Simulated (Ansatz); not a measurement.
CdS (started from an entry of an open crystallographic database), relaxed with r2SCAN in Ansatz 0.2.0. The symmetry is F-43m (No. 216, cubic); conventional cell a = 5.878 Å, 25.39 Å³ an atom. Cd has 4 S at 2.55 Å; S has 4 Cd at 2.55 Å.

The axes x, y and z are those of this cell:
```
Cd S
1.0
     0.00000    2.93921    2.93921
     2.93921    0.00000    2.93921
     2.93921    2.93921    0.00000
Cd S
1 1
Direct
  0.00000 0.00000 0.00000
  0.25000 0.25000 0.25000
```

Unstrained: With PBE the gap is 1.095 eV and direct, at Γ. r2SCAN gives a direct gap of 1.543 eV at Γ. HSE06 gives a direct gap of 2.106 eV at Γ. Meshes: PBE 8×8×8, r2SCAN 8×8×8, HSE06 6×6×6. Strains are changes of length per length, and xy shears are angles. After each strain the atoms were relaxed again with r2SCAN within the symmetry that the strain leaves, so tilts or polar shifts that break it weren't tested; points keep the names that they have in the unstrained zone. The values are computed, spin-unpolarised, and not measurements.

Q: Apply xy shear, engineering strain (angle) +4.15 %. How far does the gap move, against the unstrained cell?

A: PBE: the gap goes from 1.095 to 1.003 eV (-0.092 eV); with r2SCAN the top three valence levels at Γ, degenerate before, become 1+1+1 from the top over 161 meV. r2SCAN: the gap goes from 1.543 to 1.446 eV (-0.097 eV). HSE06: the gap goes from 2.106 to 2.009 eV (-0.097 eV). The r2SCAN energy rises by 3.5 meV an atom.

Q: Apply uniaxial -0.66 % along x, other directions held. How far does the gap move, against the unstrained cell?

A: PBE: the gap goes from 1.095 to 1.097 eV (+0.002 eV); with r2SCAN the top three valence levels at Γ, degenerate before, become 1+2 from the top over 20 meV. r2SCAN: the gap goes from 1.543 to 1.544 eV (+0.001 eV). HSE06: the gap goes from 2.106 to 2.110 eV (+0.004 eV). The r2SCAN energy rises by 0.2 meV an atom.

Q: One strain changed the r2SCAN stress by xx +2.67, yy +2.67, zz +0.02 GPa (compression positive) and the gap by -0.099 eV (PBE), -0.094 eV (r2SCAN), -0.096 eV (HSE06). Which kind of strain was it, and roughly how large?

A: Epitaxial -4.88 % in the xy plane, free normal strain +6.83 %. The pattern of the stress gives the kind; the size needs the stiffness, so it is an estimate.

Q: Estimate what uniaxial +1.14 % along z, other directions held does to the gap.

A: PBE: the gap goes from 1.095 to 1.059 eV (-0.036 eV); with r2SCAN the top three valence levels at Γ, degenerate before, become 2+1 from the top over 35 meV. r2SCAN: the gap goes from 1.543 to 1.505 eV (-0.038 eV). HSE06: the gap goes from 2.106 to 2.066 eV (-0.040 eV). The r2SCAN energy rises by 0.8 meV an atom.

The runs are scalar-relativistic, without spin-orbit coupling.

The meshes of the hybrids are coarse, so their gaps aren't converged to the digits shown.

The splittings at Γ are without spin-orbit coupling, which regroups them where it is of like size or larger.
